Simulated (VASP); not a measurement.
Write the native input for VASP 6.6.1 that does the following.

```yaml
Task: relaxation of cell and atoms
Functional: PBE
Potentials_or_basis: VASP PAW PBE potentials, release 64 (K_sv)
Cutoff: 600 eV
k_mesh: 10 × 10 × 10
Occupations: methfessel-paxton, width 0.1 eV
Spin: no spin polarisation
Further_INCAR_settings: ALGO = Normal; EDIFF = 1e-07; IBRION = 2; EDIFFG = -0.005; NSW = 90; ISIF = 3
```

The structure of K lies in POSCAR:

```
K                                       
1.0
   -2.6388487518      2.6388487518      2.6388487518
    2.6388487518     -2.6388487518      2.6388487518
    2.6388487518      2.6388487518     -2.6388487518
  K             
     1
Direct
     0.0000000000000000    0.0000000000000000    0.0000000000000000
```

One way to write it, as run:

INCAR

```
SYSTEM = K
ALGO = Normal
EDIFF = 1E-7
EDIFFG = -0.005
ENCUT = 600
GGA = PE
IBRION = 2
ISIF = 3
ISMEAR = 1
KPAR = 2
LASPH = .True.
LCHARG = .False.
LREAL = .False.
LWAVE = .False.
NELM = 80
NSW = 90
PREC = Accurate
SIGMA = 0.1
```

KPOINTS

```
k-points
0
Gamma
  10 10 10
  0 0 0
```

Potentials or basis: VASP PAW PBE potentials, release 64 (K_sv).

Run with:

```console
$ cat potpaw_PBE.64/K_sv/POTCAR > POTCAR
$ mpirun -np 2 vasp_std > vasp.out
```

It gave:

```yaml
Relaxed_volume: 73.78 Å³/atom
Relaxed_cell: a = 4.576 Å, b = 4.576 Å, c = 4.576 Å, α = 109.47°, β = 109.47°, γ = 109.47°
Space_group_after_relaxing_to_0.05_Å: Im-3m (No. 229)
Energy_gained_by_relaxing: 0.0 meV/atom
Ionic_steps: 3
Pressure_after_relaxing: 0.0 GPa
Band_gap_on_the_k_mesh: none (metal or under the smearing width)
```

Wall time 30 s on 2 MPI ranks on AMD EPYC 9R45 (Zen 5) (shared host), peak memory 0.22 GiB a rank.
